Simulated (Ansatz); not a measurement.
NiSi: moving Si off its site

NiSi, P2_13, a = 4.468 Å. This isn't the usual stable structure of the compound. Ansatz: PBEsol, PAW, 420 eV, Γ-centred 10×10×10 mesh on 8 atoms, Gaussian smearing 0.15 eV; no spin polarisation.

```yaml
crystal:
  lattice:
    - [4.46798, 0.00000, 0.00000]
    - [0.00000, 4.46798, 0.00000]
    - [0.00000, 0.00000, 4.46798]
  atoms:
    - { symbol: Si, position: [0.84646, 0.84646, 0.84646] }
    - { symbol: Si, position: [0.65354, 0.15354, 0.34646] }
    - { symbol: Si, position: [0.34646, 0.65354, 0.15354] }
    - { symbol: Si, position: [0.15354, 0.34646, 0.65354] }
    - { symbol: Ni, position: [0.14899, 0.14899, 0.14899] }
    - { symbol: Ni, position: [0.35101, 0.85101, 0.64899] }
    - { symbol: Ni, position: [0.64899, 0.35101, 0.85101] }
    - { symbol: Ni, position: [0.85101, 0.64899, 0.35101] }
```

Atom 1 (Si) moves by x along the unit vector (0.577, 0.577, 0.577), with its periodic images; all else is held. y is the free energy of the cell over the start, F the force along the path summed over the moved atoms.

| x (Å) | y (meV) | F (eV/Å) |
| --- | --- | --- |
| -0.200 | 238.0 | 2.39 |
| -0.150 | 133.9 | 1.78 |
| -0.100 | 59.6 | 1.19 |
| -0.050 | 15.0 | 0.60 |
| 0.000 | 0.0 | 0.00 |
| 0.050 | 15.3 | -0.61 |
| 0.100 | 61.9 | -1.26 |
| 0.150 | 141.7 | -1.94 |
| 0.175 | 194.7 | -2.30 |
| 0.200 | ? | ? |

Question: Fit y = c2 x² + c3 x³ + c4 x⁴ to the energies of the other rows, give the force constant, and predict energy and force of the missing row.

Answer: Least squares on the rows shown. y = 6044.9 x² + 1169.8 x³ + 3493.3 x⁴. The force constant is 2 c2 = 12.1 eV/Å² (for all images moving together, not for a lone atom). The force −dy/dx at the missing row is -2.67 eV/Å (computed -2.68). At x = 0.200 the fit asked for gives 256.7 meV. The run gave 256.9 meV, so the fit is 0.2 meV too low, a small miss on the scale of the series.